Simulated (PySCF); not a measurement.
Isomers of C4H10O. The calculation used PBE0-D3(BJ)/def2-SVP geometry optimisation, gas phase (PySCF 2.14.0). One conformer each; no zero-point energy, no entropy. No frequencies were run at this level. Point groups hold within 0.08 Å.

**Question.** Order them by energy at this level, lowest first, and give relative energies in kJ/mol.
A. `[CH3:1][CH2:2][C@H:3]([CH3:4])[OH:5]` with C1–C2–C3–C4 -178°, C2–C3–O5–H -177°
B. `CC(C)(O)C`
C. `[CH3:1][CH2:2][CH2:3][O:4][CH3:5]` with C1–C2–C3–O4 180°, C2–C3–O4–C5 180° (methyl propyl ether)
D. `[CH3:1][CH:2]([CH3:3])[CH2:4][OH:5]` with C1–C2–C4–O5 60°, C2–C4–O5–H -174°

**Answer.** B (0.0), A (11.2), D (21.9), C (58.9).

As drawn, the lowest has an O–H bond, which the highest lacks.

```json
{"SMILES": "CC(C)(C)O", "E (Eh)": "-233.23647", "E rel (kJ/mol)": "0.0", "dipole (D)": "1.49", "point group": "Cs", "A, B, C (MHz)": "4745, 4721, 4526"}
{"SMILES": "CC[C@H](C)O", "E (Eh)": "-233.23219", "E rel (kJ/mol)": "11.2", "dipole (D)": "1.50", "point group": "C1", "A, B, C (MHz)": "8198, 3477, 2699"}
{"SMILES": "CC(C)CO", "E (Eh)": "-233.22811", "E rel (kJ/mol)": "21.9", "dipole (D)": "1.43", "point group": "C1", "A, B, C (MHz)": "7643, 3567, 2688"}
{"SMILES": "CCCOC", "E (Eh)": "-233.21404", "E rel (kJ/mol)": "58.9", "dipole (D)": "1.07", "point group": "Cs", "A, B, C (MHz)": "20307, 2132, 2028"}
```

**Question.** How do the relative energies change in single points at PBE0/pcSseg-1 (no added dispersion term) on the same geometries?

**Answer.** 
```
     SMILES  PBE0-D3(BJ)/def2-SVP (kJ/mol)  PBE0/pcSseg-1 (kJ/mol)  shift
  CC(C)(C)O                            0.0                     0.0    0.0
CC[C@H](C)O                           11.2                    12.4   +1.2
    CC(C)CO                           21.9                    23.9   +2.0
      CCCOC                           58.9                    59.4   +0.5
```

Each column counts from its own lowest isomer. The order is unchanged; the largest shift is 2.0 kJ/mol.
